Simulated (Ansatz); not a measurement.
One input, then a changed one: Ge (omega type)

First run: DFT, PBE, all-electron LAPW, scalar-relativistic (Ansatz 0.2.0).

Command: `ansatz run input.yaml --threads 1 --pin off --max-ram 3072MiB --backend cpu --events-out ev --progress --plain --runs-dir out` It took 31 s on 1 thread of Arm Neoverse V1 (shared host), peak memory 0.44 GiB.

```yaml
crystal:
  lattice:
    - [4.054122182, 0.0, 0.0]
    - [-2.027061091, 3.5109727997, 0.0]
    - [0.0, 0.0, 2.3762101992]
  atoms:
    - { symbol: Ge, position: [0.0, 0.0, 0.0] }
    - { symbol: Ge, position: [0.3333333333, 0.6666666667, 0.5] }
    - { symbol: Ge, position: [0.6666666667, 0.3333333333, 0.5] }
kpoints:
  mp_grid: { grid: [8, 8, 10] }
scf:
  occupations: { method: fermi_dirac, width: 0.08 }
hamiltonian:
  xc: pbe
  pseudopotentials: { kind: all_electron, lapw: { basis_error: 0.001 } }
output:
  forces: true
  stress: true
  eigenvalues: true
  populations: true
```

The cell comes from a relaxation on PAW files under the same functional, begun from a prototype that needn't be the stable phase.

This run: volume at 0.58 of the series' base cell.

It converges in 7 SCF iterations at a pressure of 118.7 GPa.

A second input differs as follows:

```diff
   lattice:
-    - [4.054122182, 0.0, 0.0]
-    - [-2.027061091, 3.5109727997, 0.0]
-    - [0.0, 0.0, 2.3762101992]
+    - [3.16480647, 0.0, 0.0]
+    - [-1.58240323, 2.7408028, 0.0]
+    - [0.0, 0.0, 1.79864285]
   atoms:
   occupations: { method: fermi_dirac, width: 0.08 }
+  max_iter: 75
 hamiltonian:
```

Question: What is wrong with it, and what does the program do?

Answer: The change was made to test a lattice far too small. The run converges in 7 SCF iterations at a pressure of 1656 GPa. Compare each number with the sound run's before taking it for a property of the system. The log ends:
```
  k-point 0: bands = ["-114.4564", "-114.3207", "-114.0207", "-61.7964", "-61.7964", "-61.4719", "-61.4719", "-61.2991", "-61.2206", "-61.1022", "-61.1022", "-61.0512", "20.9207", "21.5711", "22.4389", "22.6166", "23.2675", "23.2675", "23.4108", "23.4108", "24.0270", "24.0270", "24.7304", "24.7304", "24.9134", "24.9134", "25.9886", "25.9886", "42.8783", "42.8783", "42.9625", "42.9625", "48.4199", "48.5866", "66.5930", "74.5274", "74.6870", "78.0749", "78.0749", "81.9946"]
  k-point 1: bands = ["-114.4459", "-114.3110", "-114.0112", "-61.7895", "-61.7895", "-61.4615", "-61.4615", "-61.3622", "-61.2817", "-61.1158", "-61.1003", "-61.1003", "21.1993", "22.1229", "22.8076", "22.8807", "23.1907", "23.1907", "23.2763", "23.2763", "23.7862", "23.7862", "24.8293", "24.8293", "24.8999", "24.8999", "25.8769", "25.8769", "43.4555", "43.4555", "43.4985", "43.4985", "48.5652", "48.7805", "61.8119", "75.1406", "75.9379", "75.9379", "76.9873", "76.9873"]
  k-point 2: bands = ["-114.4184", "-114.2857", "-113.9860", "-61.7711", "-61.7711", "-61.5265", "-61.4407", "-61.4337", "-61.4337", "-61.2842", "-61.0961", "-61.0961", "21.8953", "22.7329", "22.7329", "22.9030", "22.9030", "23.1993", "23.6428", "23.6428", "23.7996", "24.1912", "24.5785", "24.5785", "25.1411", "25.1411", "25.6758", "25.6758", "45.0197", "45.0197", "45.0938", "45.0938", "48.6332", "49.3535", "55.6229", "70.5437", "70.5437", "70.6153", "70.6153", "76.4971"]
  k-point 59: bands = ["-114.2915", "-114.2740", "-113.9200", "-61.9190", "-61.9005", "-61.8554", "-61.6384", "-61.5608", "-61.5071", "-61.3158", "-61.0846", "-61.0797", "21.2500", "22.3192", "22.3490", "22.4839", "22.7702", "22.7724", "23.4773", "23.8546", "24.0279", "24.6016", "24.9062", "25.7272", "26.2203", "26.2767", "26.2956", "38.2148", "39.4627", "41.4827", "44.4507", "45.5890", "47.1469", "58.4634", "58.7778", "62.5750", "63.9075", "64.0180", "64.6838", "75.9202"]
--- Löwdin populations: 3 sites ---
  site symbol       q [e]
     0     Ge     31.9286
     1     Ge     31.8936
     2     Ge     31.8936
  spilling = 0.002960 (of n_electrons = 96.000000)
```
